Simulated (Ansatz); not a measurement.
# TiH2 in Ansatz: the effect of target pressure

Crystal: TiH2.

```
Ti H
1.0
    -1.59650    1.59650    2.13350
     1.59650   -1.59650    2.13350
     1.59650    1.59650   -2.13350
Ti H
1 2
Direct
  0.00000 0.00000 0.00000
  0.25000 0.75000 0.50000
  0.75000 0.25000 0.50000
```

Alike in all runs:

| Item | Value |
| --- | --- |
| Program | Ansatz 0.2.0 |
| Task | relaxation of cell and atoms |
| Functional | r2SCAN |
| Potentials or basis | Ansatz PAW |
| Cutoff | 500 eV (not typed: the program's choice for these potentials) |
| k mesh | 12 × 12 × 12 |
| Occupations | fermi-dirac, width 0.05 eV |
| Spin | no spin polarisation |

Each run relaxes the cell or the atoms first.

```csv
target pressure,relaxed volume (Å³/atom)
0 GPa,7.10
2 GPa,7.01
5 GPa,?
10 GPa,6.68
20 GPa,6.36
30 GPa,6.09
```

**Question.** What does the run with target pressure 5 GPa give?

**Answer.** Relaxed volume 6.88 Å³/atom.

Worked out: In Murnaghan's law V^(-B') rises as a straight line in P. The other rows fit best with B' = 3.5, V0 = 7.10 Å³/atom and B0 = 148 GPa, which gives 6.88 Å³/atom at 5 GPa, against the run's 6.88.

Caveats: the plane-wave basis is chosen anew once the cell has moved, so the energies of steps on either side of that aren't comparable; the PAW data sets come from PBE, with cores solved anew for the run's functional, which leaves a small shift of forces and pressure; the volume moved by over 15 % at a fixed basis, so the end points are rough (some runs).
